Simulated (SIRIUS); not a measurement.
Runs of SIRIUS 7.12.0 on NiO. The structure is cubic, space group Fm-3m (No. 225). The conventional cell has a = 4.172 Å, b = 4.172 Å, c = 4.172 Å, α = 90.00°, β = 90.00°, γ = 90.00°. Around Ni (site symmetry m-3m) lie 6 O at 2.09 Å. O (site symmetry m-3m) is surrounded by 6 Ni at 2.09 Å. 

```tsv
task	level	potentials or basis	spin	cutoff (eV)	smearing	muffin tin radii	basis cutoff (gk_cutoff)	cutoff of density and potential (pw_cutoff)	valence relativity	smallest sphere radius times basis cutoff	gap on the mesh (eV)	moment (μB)
band structure	PBE	all-electron FP-LAPW (no relativity for the valence, core without relativity), apw+lo standard	collinear, ferromagnetic start	294	fermi-dirac 0.05 eV	Ni 2.32, O 1.55 bohr	4.65 1/bohr	24 1/bohr	none	7.21	-	1.61
single point	PBEsol	all-electron FP-LAPW, apw+lo standard	collinear, ferromagnetic start	306	fermi-dirac 0.05 eV	Ni 2.28, O 1.52 bohr	4.74 1/bohr	25 1/bohr	iora	7.2	none	(a)
band structure	PBE	all-electron FP-LAPW (ZORA valence), apw+lo standard	collinear, ferromagnetic start	294	fermi-dirac 0.05 eV	Ni 2.32, O 1.55 bohr	4.65 1/bohr	24 1/bohr	zora	7.21	-	1.67
single point	AM05	all-electron FP-LAPW (Koelling-Harmon valence), apw+lo standard	non-collinear, random start, SOC	294	methfessel-paxton 0.05 eV	Ni 2.32, O 1.55 bohr	4.65 1/bohr	24 1/bohr	koelling_harmon	7.21	none	1.07
band structure	PBE	all-electron FP-LAPW, apw+lo standard	collinear, ferromagnetic start	294	fermi-dirac 0.05 eV	Ni 2.32, O 1.55 bohr	4.65 1/bohr	24 1/bohr	iora	7.21	-	1.67
band structure	PBE	all-electron FP-LAPW (Koelling-Harmon valence), apw+lo standard	collinear, ferromagnetic start	294	fermi-dirac 0.05 eV	Ni 2.32, O 1.55 bohr	4.65 1/bohr	24 1/bohr	koelling_harmon	7.21	-	1.67
```

Alike in all rows: cell as given; k mesh 11 × 11 × 11.

Q: Estimate the missing entries.

A: (a) 1.34.

Caveats: a cell with one magnetic atom can't hold antiferromagnetic order, which such compounds often take; semilocal functionals often make such compounds metallic where correlation or magnetic order opens a gap, which also shifts bond lengths; relativity is left out for the core states (some runs); spin-orbit coupling enters by second variation, whose total energy isn't converged in the number of states and isn't listed, and the forces lack its term (some runs); few first-variational states were used for spin-orbit coupling, so levels can be off by a tenth of an eV or more (some runs).

A k mesh can miss the band edges.

A gap of «none» marks a metal or a gap under the smearing width.

Not every run made on this cell is shown here.
